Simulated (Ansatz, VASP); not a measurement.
Two plane-wave programs on PbS (Galena)

```
Pb S
1.0
     0.00000    2.96575    2.96575
     2.96575    0.00000    2.96575
     2.96575    2.96575    0.00000
Pb S
1 1
Direct
  0.00000 0.00000 0.00000
  0.50000 0.50000 0.50000
```

Alike in both runs: task relaxation of cell and atoms; functional r2SCAN; dispersion D4; k mesh 8 × 8 × 8; occupations fermi-dirac, width 0.05 eV; no spin polarisation.

|  | VASP | Ansatz |
| --- | --- | --- |
| version | VASP 6.6.1 | Ansatz 0.2.0 |
| potentials or method | VASP PAW PBE potentials, release 64 (Pb_d, S) | Ansatz PAW |
| plane-wave cutoff (eV) | 600 | 500 |
| valence electrons in the cell | 20 | 20 |

|  | VASP | Ansatz | Ansatz less VASP |
| --- | --- | --- | --- |
| relaxed volume (Å³/atom) | 26.35 | 26.35 | -0.008 |
| relaxed cell length with the largest relative difference (Å) | 4.209 | 4.208 | -0.0004 |

Caveats: the PAW data sets were made with another functional, which shifts forces and pressure a little (VASP); the plane-wave basis is chosen anew once the cell has moved, so the energies of steps on either side of that aren't comparable (Ansatz); the PAW data sets come from PBE, with cores solved anew for the run's functional, which leaves a small shift of forces and pressure (Ansatz). A k mesh can miss the band edges. Zero-point motion and thermal expansion aren't in these numbers.
